**Q:** I need the lattice of nickel for a surface model, and the software offers a dozen functionals. How much can that choice change the answer?

**A:** By about 1 Å³ in 11, close to a tenth of the atomic volume, if you compare the smallest result with the largest. Choosing between two functionals often costs a few tenths of an Å³. The error in the lattice parameter is a third of the percentage error in volume, because a volume is the cube of a length. An error of 3% in volume is therefore about 1% in length.

Face-centred cubic nickel, computed with VASP by Kohn–Sham DFT with PAW PBE potentials and collinear spins started ferromagnetic. The nickel potential is the one from the recommended set, except in the SCAN run, which used that of release 64. The basis column gives the plane-wave cutoff. Equilibrium volumes are for a static lattice and come from relaxing the cell, except for plain PBE, where an equation of state was fitted.

```tsv
method	rung	basis	k mesh	smearing	equilibrium volume (Å³/atom)	computed less measured (Å³/atom)
BEEF-vdW	GGA	600 eV	13x13x13 1-atom cell	Fermi-Dirac 0.05eV	11.046	0.105
PBE	GGA	520 eV	13x13x13 1-atom cell	Fermi-Dirac 0.05eV	10.878	-0.063
PBE-D3(BJ)	GGA	600 eV	10x10x10 1-atom cell	Fermi-Dirac 0.05eV	10.532	-0.409
PBE-D4	GGA	600 eV	13x13x13 1-atom cell	Fermi-Dirac 0.05eV	10.548	-0.393
PBE-TS	GGA	600 eV	13x13x13 1-atom cell	Fermi-Dirac 0.05eV	10.027	-0.914
PBE-rVV10	GGA	600 eV	10x10x10 1-atom cell	Fermi-Dirac 0.05eV	10.775	-0.166
PBEsol-D4	GGA	600 eV	13x13x13 1-atom cell	Fermi-Dirac 0.05eV	10.207	-0.734
PBEsol-rVV10	GGA	600 eV	13x13x13 1-atom cell	Fermi-Dirac 0.05eV	10.333	-0.608
PW91	GGA	600 eV	13x13x13 1-atom cell	Fermi-Dirac 0.05eV	10.898	-0.043
optPBE-vdW	GGA	600 eV	13x13x13 1-atom cell	Fermi-Dirac 0.05eV	10.986	0.045
rev-vdW-DF2	GGA	600 eV	13x13x13 1-atom cell	Fermi-Dirac 0.05eV	10.636	-0.305
SCAN	meta-GGA	600 eV	13x13x13 1-atom cell	methfessel paxton 0.1eV	10.266	-0.675
```

The equilibrium volume is the volume at which the computed crystal has its lowest energy and needs no outside pressure to hold it. The last column compares it with the volume measured at 300 K, so a negative entry means that the computed crystal is too dense.

**Q:** Which functionals are close enough to use?

**A:** That depends on your tolerance. PBE, PW91, optPBE-vdW and BEEF-vdW come within 0.5% of the measured lattice parameter. PBE-rVV10 and rev-vdW-DF2 stay within 1%, while PBE-D3(BJ) and PBE-D4 fall just outside. The clear failures are SCAN and the two PBEsol rows, all short by about 2%, and PBE-TS, short by nearly 3%.

**Q:** PW91 has the smallest error. Is it the best choice?

**A:** The table can't decide that. The calculation describes atoms at rest, whereas the measured crystal is swollen by thermal and zero-point motion, by roughly 0.1 Å³ per atom as I recall it. Taking this off the measured value turns the small negative errors of PBE and PW91 into small positive ones, and PBE is then the closer of the two. Their volumes differ by only 0.02 Å³, however, and the cutoffs and k meshes are ordinary working values, not converged limits, so this order could change with the settings. The correction also brings PBE-D3(BJ) and PBE-D4 just inside the 1% limit, but the four clear failures remain.

**Q:** Dispersion forces are real. Why does adding them to PBE make nickel worse?

**A:** PBE already gives nearly the right volume, so an added attraction has little to mend. Think of the PBE crystal as a spring at its natural length. A dispersion correction pulls the atoms together until the spring pushes back equally hard. The table shows the outcome: all four versions of PBE with added dispersion are denser than PBE itself.

What counts is how steeply the added energy changes with volume. An energy that was the same at every volume would strengthen the binding and leave the lattice alone. The fractional contraction is roughly the pull divided by the bulk modulus, which measures the stiffness of the spring. Nickel is stiff, at about 200 GPa, so a pull of a few GPa reduces its volume by a few per cent.

There is also a physical reason to distrust the size of the pull. Pair corrections treat the crystal largely as a collection of atoms, each with its own polarisability. In a metal the mobile electrons screen the fluctuating charges from which the attraction arises. Pair schemes capture this poorly and can overbind metals, which fits the large contraction in the PBE-TS row.

**Q:** Could I predict the pull from the dispersion energy that the program prints?

**A:** Only its order of magnitude. The attraction between two distant atoms falls off as the sixth power of their separation, and volume grows as the third power. With fixed strengths, the summed dispersion energy E therefore varies as 1/V², where V is the volume per atom. Its slope gives an inward pressure of 2|E|/V.

For PBE-D4 the printed dispersion energy is −0.468 eV per atom, at a volume of 10.548 Å³. The estimate is 2 × 0.468 / 10.548 = 0.089 eV/Å³, or about 14 GPa.

The pull that is really at work can be found from PBE alone: it must equal the pressure with which PBE nickel resists being squeezed to that same volume. An equation of state fitted to seven PBE volumes, with no dispersion row among them, gives 6.6 GPa. The simple estimate is thus about twice too large. For PBE-TS it gives 33 GPa where 20 GPa is needed, which is closer in proportion but still too much.

**Q:** Why is the estimate too large?

**A:** Mainly, I would argue, because neighbours in a metal are not distant atoms. At short range the correction is deliberately damped, since PBE already describes much of the correlation there. Damping flattens the energy curve, so a deep dispersion energy can have a modest slope. The strengths also change with volume, and the comparison doesn't separate the two effects. The percentages and pressures are in the output printed below.

**Q:** My surface model includes adsorbed molecules, so I need dispersion. Must I accept a poor nickel lattice?

**A:** No, because the rest of the functional matters just as much. BEEF-vdW and rev-vdW-DF2 use the same nonlocal correlation, the part that carries the dispersion. Yet their volumes differ by 0.41 Å³, more than PBE-D4 differs from PBE. That gap must come from the semilocal part, which sees only the density and its gradient at each point.

The usual explanation lies in exchange. When atoms move apart, the density between them thins out and varies more strongly relative to its own size. A functional that rewards such variation generously favours a larger crystal. One that rewards it sparingly, as PBEsol does, favours a denser one.

This is why PBEsol is a poor partner for dispersion in nickel. It is known to make the crystal too small on its own, and an added attraction can only shrink it further. PBEsol-D4 has a smaller dispersion energy than PBE-D4, yet its volume is lower by 0.34 Å³. In optPBE-vdW the two parts balance well for this metal, and its lattice parameter is within 0.5% of the measured one. The rough thermal correction brings it close to that limit. PBE-rVV10, the gentlest of the additions to PBE, is then only about 0.2% short, so it deserves a place beside optPBE-vdW.

**Q:** SCAN stands on a higher rung. Shouldn't it beat all of these?

**A:** Not for this property. A meta-GGA such as SCAN uses the kinetic-energy density as well as the density and its gradient, which gives it more freedom but no guarantee for each material. Here its volume is 0.61 Å³ below that of PBE, a larger step than the one caused by adding D4. The run used a potential made for PBE, from a different release than in the other rows, and a different smearing. The error therefore belongs to this combination of settings, not to SCAN alone. SCAN is also known to exaggerate magnetism in metals like nickel, which is a second reason for caution.

**Q:** What would the more elaborate choices cost me?

**A:** Less than you might fear, though this is a judgement from the kind of work involved and not from timings. A pair correction is a sum over pairs of atoms and adds almost nothing. Nonlocal correlation needs extra integrals over the whole cell, and a meta-GGA needs an extra density and often more iterations. All of them grow with system size much as PBE does.

The k mesh, the grid of electron wave vectors that is sampled, can matter more. Going from 10×10×10 to 13×13×13 points multiplies their number by 13³/10³ ≈ 2.2 before symmetry is used. In these runs the denser mesh goes with a magnetic moment of 0.62 μB for the GGA relaxations, whereas the two runs on the coarser mesh, PBE-D3(BJ) and PBE-rVV10, give about 0.7 μB. Their volumes may carry a mesh error too. Each run also keeps the magnetic state that its start led to, so the rows need not all describe quite the same state. If magnetism matters to you, test the mesh before you pay for another functional.

**Q:** So what should I run?

**A:** For bulk nickel alone, use plain PBE; PW91 is equally good within what this comparison can resolve. If the same model must hold molecules bound by dispersion, optPBE-vdW and PBE-rVV10 are both sound starting points for the metal, but their accuracy for the molecules needs its own test. For a rough density, PBE-D3(BJ) or PBE-D4 will do if an error of about 4% is acceptable. I would avoid PBE-TS here, because its volume is 8% too small.

Whatever you choose, build the surface with the lattice parameter of that same functional. A slab cut at the PBE lattice and then treated with PBE-D4 starts out stretched by about 1%. That strain would enter every adsorption energy you compute, and it is easily avoided by relaxing the bulk crystal first.

The analysis program printed:

```
Errors and steps:
           row  volume error %  lattice parameter error %  error after rough 0.1 A^3 correction  corrected lattice error %  volume less PBE A^3
      BEEF-vdW          0.9597                     0.3189                                 0.205                     0.6264                0.168
           PBE         -0.5758                    -0.1923                                 0.037                     0.1136                    0
    PBE-D3(BJ)          -3.738                     -1.262                                -0.309                    -0.9593               -0.346
        PBE-D4          -3.592                     -1.212                                -0.293                    -0.9091                -0.33
        PBE-TS          -8.354                     -2.866                                -0.814                     -2.568               -0.851
     PBE-rVV10          -1.517                    -0.5083                                -0.066                    -0.2033               -0.103
     PBEsol-D4          -6.709                     -2.288                                -0.634                     -1.989               -0.671
  PBEsol-rVV10          -5.557                     -1.888                                -0.508                     -1.587               -0.545
          PW91          -0.393                    -0.1312                                 0.057                      0.175                 0.02
    optPBE-vdW          0.4113                     0.1369                                 0.145                     0.4439                0.108
   rev-vdW-DF2          -2.788                     -0.938                                -0.205                    -0.6343               -0.242
          SCAN          -6.169                       -2.1                                -0.575                       -1.8               -0.612
Measured lattice parameter of the cubic cell, angstrom: 3.524
Spread of computed volumes, angstrom^3/atom: 1.019
Rows within 1% in lattice parameter, raw measurement: 6
Rows within 1% in lattice parameter, after rough correction: 8
Rows within 0.5% in lattice parameter, raw measurement: 4
Rows within 0.5% in lattice parameter, after rough correction: 4
PBE-D4 less PBE-D3(BJ), angstrom^3/atom: 0.016
PBEsol-D4 less PBE-D4, angstrom^3/atom: -0.341
PBEsol-rVV10 less PBE-rVV10, angstrom^3/atom: -0.442
BEEF-vdW less rev-vdW-DF2, angstrom^3/atom: 0.41
PBE pressure at the PBE-D3(BJ) volume, GPa: 6.908
PBE pressure at the PBE-D4 volume, GPa: 6.559
PBE pressure at the PBE-TS volume, GPa: 19.63
Undamped estimate of the pull for D3(BJ), GPa: 14.56
Undamped estimate of the pull for D4, GPa: 14.22
Undamped estimate of the pull for TS, GPa: 33.25
Dispersion energy, TS over D4, ratio: 2.223
Contraction from PBE, TS over D4, ratio: 2.579
```
